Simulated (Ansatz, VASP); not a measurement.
**Ir in VASP and in Ansatz**

File INCAR:

```
ALGO     = Normal         # electronic algorithm
EDIFF    = 1E-7           # SCF threshold, eV
ENCUT    = 520            # plane-wave cutoff, eV
GGA      = PS             # functional
ISIF     = 2              # what is computed and relaxed
ISMEAR   = -1             # smearing method
LASPH    = T              # aspherical terms in the spheres
LCHARG   = T              # write CHGCAR
LELF     = T              # ELF
LREAL    = F              # projectors in reciprocal space
LVHAR    = T            
LWAVE    = F              # write WAVECAR
NBANDS   = 10             # bands
NELM     = 60             # most SCF steps
PREC     = Accurate       # precision mode
SIGMA    = 0.1            # smearing width, eV
```

Contents of KPOINTS:

```
k-points
0
Gamma
  16 16 16
```

The input POSCAR:

```
Ir
1.0
   -1.5386320276      1.5386320276      1.5386320276
    1.5386320276     -1.5386320276      1.5386320276
    1.5386320276      1.5386320276     -1.5386320276
Ir
1
Direct
    0.0000000000      0.0000000000      0.0000000000
```

Input for Ansatz:

```yaml
crystal:
  lattice:
    - [-1.5386320276, 1.5386320276, 1.5386320276]
    - [1.5386320276, -1.5386320276, 1.5386320276]
    - [1.5386320276, 1.5386320276, -1.5386320276]
  atoms:
    - { symbol: Ir, position: [0.0, 0.0, 0.0] }
hamiltonian:
  xc: pbesol
  pseudopotentials:
    kind: paw
    azcp:
      Ir: "pseudopotentials/Ir.paw.azcp"
basis:
  ecutwfc: 420
  fft_grid_basis: typed
kpoints:
  mp_grid: { grid: [16, 16, 16], shift: [0, 0, 0] }
magnetization:
  spin_polarized: false
scf:
  occupations: { method: fermi_dirac, width: 0.1 }
  lower_state_search: "off"
output:
  stress: true
```

Alike in both runs: task single point; functional PBEsol; k mesh 16 × 16 × 16; occupations fermi-dirac, width 0.1 eV; no spin polarisation.

|  | VASP | Ansatz |
| --- | --- | --- |
| version | VASP 6.6.1 | Ansatz 0.2.0 |
| potentials or method | VASP PAW PBE potentials, release 64 (Ir) | plane waves (420 eV) with PAW, scalar-relativistic |
| plane-wave cutoff (eV) | 520 | 420 |
| valence electrons in the cell | 9 | 17 |

Ansatz gave:

| Quantity | Value |
| --- | --- |
| pressure (GPa) | 0.1 |

Estimate VASP's values.

pressure (GPa): 1.0.

The functional is the same, so the differences come from potentials, cutoffs and numerics. The two sets of potentials don't hold the same shells in valence. Ansatz warned: «pseudo_functional_mismatch».

Caveats: the PAW data sets were made with another functional, which shifts forces and pressure a little (VASP). The runs have no spin-orbit coupling, so splittings on Ir are missing.
